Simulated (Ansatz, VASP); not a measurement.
# H4C3 (C wire along [100], 9 atoms a period, H-terminated): VASP beside Ansatz

Aim: how closely do two programs agree when they are given the same cell, functional and k mesh? The structure shown is the start of the Ansatz relaxation below; VASP solves that cell, so the two are compared at the walk's first step.

Main program and level: Ansatz 0.2.0; plane waves, with VASP 6.6.1 beside it; single point at PBE.

## (1) The structure

The cell holds 21 atoms: 9 C and 12 H. Its edges and angles: a = 11.663 Å, b = 11.663 Å, c = 3.570 Å, α = 90.0°, β = 90.0°, γ = 90.0°. Vacuum lies along a and b. The structure's axis is c.

## (2) Ansatz: relaxation, PBE

Ansatz runs on its PAW soft_1 files.

The two programs are compared at the cell with which this relaxation starts, whose forces are those of its first step.

The input, input.yaml:

```yaml
crystal:
  lattice:
    - [11.663, 0.0, 0.0]
    - [0.0, 11.663, 0.0]
    - [0.0, 0.0, 3.57]
  atoms:
    - { symbol: C, position: [0.423487293, 0.423487293, 0.0] }
    - { symbol: C, position: [0.576535394, 0.576535394, 0.0] }
    - { symbol: H, position: [0.368044242, 0.368044242, 0.181129496] }
    - { symbol: H, position: [0.631978445, 0.631978445, 0.181129496] }
    - { symbol: C, position: [0.500011344, 0.500011344, 0.25] }
    - { symbol: H, position: [0.368044242, 0.631978445, 0.318870504] }
    - { symbol: H, position: [0.631978445, 0.368044242, 0.318870504] }
    - { symbol: C, position: [0.423487293, 0.576535394, 0.5] }
    - { symbol: C, position: [0.576535394, 0.423487293, 0.5] }
    - { symbol: H, position: [0.291520192, 0.444568293, 0.568870504] }
    - { symbol: H, position: [0.444568293, 0.291520192, 0.568870504] }
    - { symbol: H, position: [0.555454394, 0.708502495, 0.568870504] }
    - { symbol: H, position: [0.708502495, 0.555454394, 0.568870504] }
    - { symbol: C, position: [0.346963243, 0.500011344, 0.75] }
    - { symbol: C, position: [0.500011344, 0.346963243, 0.75] }
    - { symbol: C, position: [0.500011344, 0.653059445, 0.75] }
    - { symbol: C, position: [0.653059445, 0.500011344, 0.75] }
    - { symbol: H, position: [0.291520192, 0.555454394, 0.931129496] }
    - { symbol: H, position: [0.444568293, 0.708502495, 0.931129496] }
    - { symbol: H, position: [0.555454394, 0.291520192, 0.931129496] }
    - { symbol: H, position: [0.708502495, 0.444568293, 0.931129496] }
kpoints:
  mp_grid: { grid: [1, 1, 23] }
scf:
  occupations: { method: fermi_dirac, width: 0.05 }
hamiltonian:
  xc: pbe
  pseudopotentials: { kind: paw, azcp: { folder: soft_1 } }
relax:
  cell: { fix: [a, b, alpha, beta, gamma] }
  max_steps: 45
  f_tol: 0.03
```

Command:

```
ansatz run input.yaml --threads 4 --pin off --max-ram 16384MiB --backend cpu --events-out ev --progress --plain --runs-dir out
```

Numbers of over 12 decimals in the logs are rounded to 6 here.

The program printed:

```text
Engine: ansatz 0.2.0, x86_64-unknown-linux-gnu
Pseudopotentials: kind: paw
Pseudopotential: C, paw, valence charge 4, recommended cutoff 420 eV (normal), soft_1/C.paw.azcp
Pseudopotential: H, paw, valence charge 1, recommended cutoff 420 eV (normal), soft_1/H.paw.azcp
Functional definition: PBE
  parameter kappa = 0.804
  parameter beta = 0.066725
  exchange = pbe_x(kappa = kappa, mu = beta*pi^2/3)
  correlation = pbe_c(beta = beta)
Crystal: 21 atoms, lattice volume = 485.611 Å³
Basis set: ecut = 420 eV, 9451 PW (Γ), exchange–correlation on 160×160×48 points (8 copies of the dense FFT grid, shifted against one another)
Bands: 45, of which v1, the nominal top of the filled ones, is band 24 counted from 1 (23 counted from 0)
Symmetry: 8 space group operations
Space group: P-42m (ITA 111), of the structure as read, at distance tolerance 7.9e-5 Å
k-points: 12 of 23
Non-local potential: C, projectors of the file, l = 0: 2, l = 1: 2, l = 2: 1
Non-local potential: H, projectors of the file, l = 0: 2, l = 1: 1
PAW form: soft (Blöchl's): semilocal exchange-correlation on the pseudo side does not see the compensation charge
PAW one-centre angular grid: C, 110 points (default); XC on 64 Gauss nodes
PAW one-centre angular grid: H, 110 points (default); XC on 64 Gauss nodes
Initial density: superposition of atomic densities (neutral atoms: chi_scale 0, normalization atom)
Initial wavefunctions: pseudopotential atomic-orbital guess
Functional: x = pbe(κ = 0.804, μ = 0.219515), c = pbe(β = 0.066725)
SCF iter   1: F=—  HF=-2460.272712 eV  |F-HF|=—  |Δ(HF+E_count)|=         —  Δρ=6.90e-2  dr2=2.80e1  ethr=3.10e-3  ⟨swp⟩=9.1  Hψ=3129  notcnv=0  defer=40
preconditioner: auto → Resta (q_TF=auto, 1.855 Å⁻¹)  ε∞=1.5  [insulator: Δε(μ)=7.627 eV  Ē_g=16.833 eV  σ=0.050 eV  W_gap=1.00  n_scr=46 (ndim 8)  ℏωp=11.7 eV  f_vac=0.629  D(μ)=0.00/eV (n_scr^D=0)  ε∞_Penn≈1.5  vacuum switching on, ρ_ref=2.1e-2 e/Å³]
SCF iter   2: F=—  HF=-2451.591194 eV  |F-HF|=—  |Δ(HF+E_count)|=    8.68e0  Δρ=3.14e-2  dr2=3.01e0  ethr=3.10e-3  ⟨swp⟩=4.1  Hψ=1260  notcnv=0  defer=187
SCF iter   3: F=—  HF=-2450.807083 eV  |F-HF|=—  |Δ(HF+E_count)|=   7.84e-1  Δρ=1.08e-2  dr2=4.28e-1  ethr=3.10e-3  ⟨swp⟩=2.0  Hψ=657  notcnv=0  defer=187
SCF iter   4: F=—  HF=-2450.709448 eV  |F-HF|=—  |Δ(HF+E_count)|=   9.76e-2  Δρ=1.74e-3  dr2=1.72e-2  ethr=8.92e-4  ⟨swp⟩=3.9  Hψ=975  notcnv=0  defer=175
SCF iter   5: F=—  HF=-2450.707419 eV  |F-HF|=—  |Δ(HF+E_count)|=   2.03e-3  Δρ=5.80e-4  dr2=1.30e-3  ethr=3.57e-5  ⟨swp⟩=2.0  Hψ=653  notcnv=0  defer=175
SCF iter   6: F=—  HF=-2450.707668 eV  |F-HF|=—  |Δ(HF+E_count)|=   2.48e-4  Δρ=1.78e-4  dr2=6.77e-5  ethr=2.72e-6  ⟨swp⟩=2.1  Hψ=646  notcnv=0  defer=175
SCF iter   7: F=—  HF=-2450.707940 eV  |F-HF|=—  |Δ(HF+E_count)|=   2.73e-4  Δρ=4.25e-5  dr2=7.65e-6  ethr=1.41e-7  ⟨swp⟩=2.0  Hψ=769  notcnv=0  defer=175
SCF iter   8: F=—  HF=-2450.707940 eV  |F-HF|=—  |Δ(HF+E_count)|=   3.69e-7  Δρ=1.08e-5  dr2=5.03e-7  ethr=1.59e-8  ⟨swp⟩=2.0  Hψ=685  notcnv=0  defer=175
SCF iter   9: F=-2450.707940 eV  HF=-2450.707940 eV  |F-HF|=6.46e-9  |Δ(HF+E_count)|=   1.91e-7  Δρ=2.79e-6  dr2=2.62e-8  ethr=2.08e-10  ⟨swp⟩=5.0  Hψ=1637  notcnv=0
SCF 1 converged in 9 iterations: F = -2450.707940 eV  dr2 = 2.62e-8
  greatest PAW one-centre occupation: 0.648 electrons in one spin orbital (limit 2), on the C atom at site 16 (counted from 0), in its partial waves of l = 0
relax step   1: F+E_penalty+E_count = -2450.70794022 eV  Δ(F+E_penalty+E_count) = +0.000e0 eV  max|allowed force component| = 6.135e-1 eV/Å  Δτ_max = 0.0000 Å  P = -0.398 GPa  Ω = 485.611 Å³  fix = [a, b, alpha, beta, gamma]  reactions: a -0.988, b -0.988 GPa  (9 SCF iters, dr2 threshold 1.00e-7 eV, accepted)
[...]
relax step   6: F+E_penalty+E_count = -2451.08766355 eV  Δ(F+E_penalty+E_count) = +1.369e-4 eV  max|allowed force component| = 4.496e-3 eV/Å  Δτ_max = 0.0030 Å  P = +0.018 GPa  Ω = 508.780 Å³  energy of the carried Pulay correction = -5.691e-4 eV  fix = [a, b, alpha, beta, gamma]  reactions: a +0.011, b +0.011 GPa  (5 SCF iters, dr2 threshold 2.42e-8 eV, accepted)
[...]
relax step   7: F+E_penalty+E_count = -2451.08828045 eV  Δ(F+E_penalty+E_count) = -6.169e-4 eV  max|allowed force component| = 4.641e-3 eV/Å  Δτ_max = 0.0000 Å  P = +0.019 GPa  Ω = 508.780 Å³  fix = [a, b, alpha, beta, gamma]  reactions: a +0.011, b +0.011 GPa  stress off target by 3.49e-2 GPa on what of the cell is left free  SCF on the basis re-selected at this cell (its energy is not comparable with the rows above)  (6 SCF iters)
basis re-selected at this cell: Δ(F+E_penalty+E_count) = -6.169e-4 eV, ΔP = +0.001 GPa vs the last step (what re-selecting the basis moved, of the pressure what is left beyond the Pulay correction that the steps carried, after the strain that the cell walked since its last selection, with what the two solves' SCF thresholds leave and, on support functions, any second-order correction that the steps lacked; it is no measure of the basis error at this ecutwfc). The dense FFT grid was sized anew with the basis: this SCF ran on 80×80×27 points, the steps before it on 80×80×25, so part of this shift can come from that change (see relax.cell in the input reference). [rest of the remark cut]
SCF converged after 6 iterations
Free energy (F): -2451.088280 eV
Harris-Foulkes:  -2451.088280 eV  (|F-HF|=9.80e-10)
Internal energy: -2451.088280 eV  (E = F + TS)
E sigma→0 (E₀):  -2451.088280 eV
Fermi energy:    -1.308829 eV
--- Per-component energies (eV) ---
  E_band       = -457.544506
  E_kinetic    = 968.971279
  E_local      = -10546.714149  (includes V_loc(G=0)·N_el)
  E_nonlocal   = 214.434158
  E_hartree    = 4825.545027
  E_xc         = -534.812063
  E_vxc        = -665.511184  (∫ρ·V_xc dr)
  E_paw        = -908.047657  (= ΣΔE_a)
  E_vpaw       = -79.801675  (= ΣTr[D̂ρ^β])
  E_aug_tail   = -0.012825  (compensation charges beyond the density's cutoff)
  E_ewald      = 3529.547949
  E_smearing   = -0.000000  (= −TS)
  E_closure    = 0.000000  (closes the sum)
  Σ components = -2451.088280   (vs F -2451.088280, Δ=0.00e0)
--- Forces (eV/Å), atoms counted from 1 ---
  atom   1  C     -0.00094546    -0.00094546    -0.00170258
  atom   2  C      0.00094546     0.00094546    -0.00170258
  atom   3  H     -0.00295129    -0.00295129     0.00320615
  atom   4  H      0.00295129     0.00295129     0.00320615
  atom   5  C      0.00000000     0.00000000     0.00000000
  atom   6  H     -0.00295129     0.00295129    -0.00320615
  atom   7  H      0.00295129    -0.00295129    -0.00320615
  atom   8  C     -0.00094546     0.00094546     0.00170258
  atom   9  C      0.00094546    -0.00094546     0.00170258
  atom  10  H      0.00082150    -0.00395456    -0.00252365
  atom  11  H     -0.00395456     0.00082150    -0.00252365
  atom  12  H      0.00395456    -0.00082150    -0.00252365
  atom  13  H     -0.00082150     0.00395456    -0.00252365
  atom  14  C     -0.00464054    -0.00000000     0.00000000
  atom  15  C     -0.00000000    -0.00464054     0.00000000
  atom  16  C      0.00000000     0.00464054     0.00000000
  atom  17  C      0.00464054     0.00000000    -0.00000000
  atom  18  H      0.00082150     0.00395456     0.00252365
  atom  19  H     -0.00395456    -0.00082150     0.00252365
  atom  20  H      0.00395456     0.00082150     0.00252365
  atom  21  H     -0.00082150    -0.00395456     0.00252365
  max |Σ_I F_I| component: 8.67e-19 eV/Å
--- Stress (GPa, compression-positive) ---
        0.010866       0.000000      -0.000000
        0.000000       0.010866       0.000000
       -0.000000       0.000000       0.034924
  P = ⅓ Tr σ = 0.0189 GPa (0.189 kbar)
--- Relaxed structure (5 steps of the walk, 5 accepted, 2 SCFs on fresh bases) ---
  F+E_penalty+E_count = -2451.08828045 eV   max|allowed force component| = 4.641e-3 eV/Å   (the final SCF, on the basis selected at the relaxed cell)
  cell:  # Å, volume = 508.7801 Å³
    - [11.663, 0, 0]
    - [0, 11.663, 0]
    - [0, 0, 3.740327]
  atoms:
    - { symbol: C, position: [0.424844, 0.424844, -0.0060736] }
    - { symbol: C, position: [0.575179, 0.575179, -0.0060736] }
    - { symbol: H, position: [0.368565, 0.368565, 0.150833] }
    - { symbol: H, position: [0.631457, 0.631457, 0.150833] }
    - { symbol: C, position: [0.500011, 0.500011, 0.250000] }
    - { symbol: H, position: [0.368565, 0.631457, 0.349167] }
    - { symbol: H, position: [0.631457, 0.368565, 0.349167] }
    - { symbol: C, position: [0.424844, 0.575179, 0.506074] }
    - { symbol: C, position: [0.575179, 0.424844, 0.506074] }
    - { symbol: H, position: [0.292534, 0.444678, 0.591384] }
    - { symbol: H, position: [0.444678, 0.292534, 0.591384] }
    - { symbol: H, position: [0.555345, 0.707489, 0.591384] }
    - { symbol: H, position: [0.707489, 0.555345, 0.591384] }
    - { symbol: C, position: [0.349530, 0.500011, 0.750000] }
    - { symbol: C, position: [0.500011, 0.349530, 0.750000] }
    - { symbol: C, position: [0.500011, 0.650493, 0.750000] }
    - { symbol: C, position: [0.650493, 0.500011, 0.750000] }
    - { symbol: H, position: [0.292534, 0.555345, 0.908616] }
    - { symbol: H, position: [0.444678, 0.707489, 0.908616] }
    - { symbol: H, position: [0.555345, 0.292534, 0.908616] }
    - { symbol: H, position: [0.707489, 0.444678, 0.908616] }
```

Reading the cycles: dr2 is the Hartree energy of the density residual (eV), the measure of convergence; HF is the Harris–Foulkes estimate of the energy, which meets the free energy F at convergence.

(Continued in part 2 of 2.)

[Lines on the potential files, build, host, timing and source positions are cut from VASP's logs without a mark.]

[Logs are printed without paths, hosts, clocks, repeated set-up lines and the standing remarks that a program may print on its own settings, such as how far it seeks lower states.]

[Hosts, paths, dates, database ids (printed as entryN), source tags and the programs' standing remarks are cut or masked in the printed files.]
